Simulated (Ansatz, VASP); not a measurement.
## CdSe in VASP and in Ansatz

Contents of INCAR:

```
  PREC = Accurate
  ENCUT = 520
  EDIFF = 1E-6
  ISMEAR = 0
  SIGMA = 0.01
  LREAL = False
  LASPH = True
  NELM = 60
  ALGO = Normal
  ISIF = 2
  LWAVE = False
  LCHARG = True
  GGA = PE
  LELF = True
  LVHAR = True
  NBANDS = 26
```

Contents of KPOINTS:

```
regular mesh
0
Gamma
  6 6 4
```

The input POSCAR:

```
CdSe
1.0
    4.6022437423      0.0000000000      0.0000000000
   -2.3011218711      3.9856599953      0.0000000000
    0.0000000000      0.0000000000      6.0016225389
Cd Se
2 2
Direct
    0.3333333333      0.6666666667      0.2500000000
    0.6666666667      0.3333333333      0.7500000000
    0.6666666667      0.3333333333      0.2500000000
    0.3333333333      0.6666666667      0.7500000000
```

Input for Ansatz:

```yaml
crystal:
  lattice:
    - [4.6022437423, 0.0, 0.0]
    - [-2.3011218711, 3.9856599953, 0.0]
    - [0.0, 0.0, 6.0016225389]
  atoms:
    - { symbol: Cd, position: [0.3333333333, 0.6666666667, 0.25] }
    - { symbol: Cd, position: [0.6666666667, 0.3333333333, 0.75] }
    - { symbol: Se, position: [0.6666666667, 0.3333333333, 0.25] }
    - { symbol: Se, position: [0.3333333333, 0.6666666667, 0.75] }
kpoints:
  mp_grid: { grid: [6, 6, 4] }
hamiltonian:
  xc: pbe
scf:
  occupations: { method: fixed }
output:
  optics:
    e_range: [0, 12]
    de: 0.05
    sigma: 0.1
    bands: { spectra_wanted_up_to: 12 }
  write_density: true
  write_potential: true
  elf: true
  volumetric_format: npy
```

Alike in both runs: task single point; functional PBE; k mesh 6 × 6 × 4; no spin polarisation.

|  | VASP | Ansatz |
| --- | --- | --- |
| version | VASP 6.6.1 | Ansatz 0.2.0 |
| potentials or method | VASP PAW PBE potentials, release 64 (Cd, Se) | plane waves, PAW |
| plane-wave cutoff (eV) | 520 | 420 |
| occupations | gaussian, width 0.01 eV | fixed |
| valence electrons in the cell | 36 | 72 |

```csv
,VASP,Ansatz,Ansatz less VASP
gap on the k mesh at the Fermi level (eV),0.23,0.24,+0.013
```

The two sets of potentials don't hold the same shells in valence.
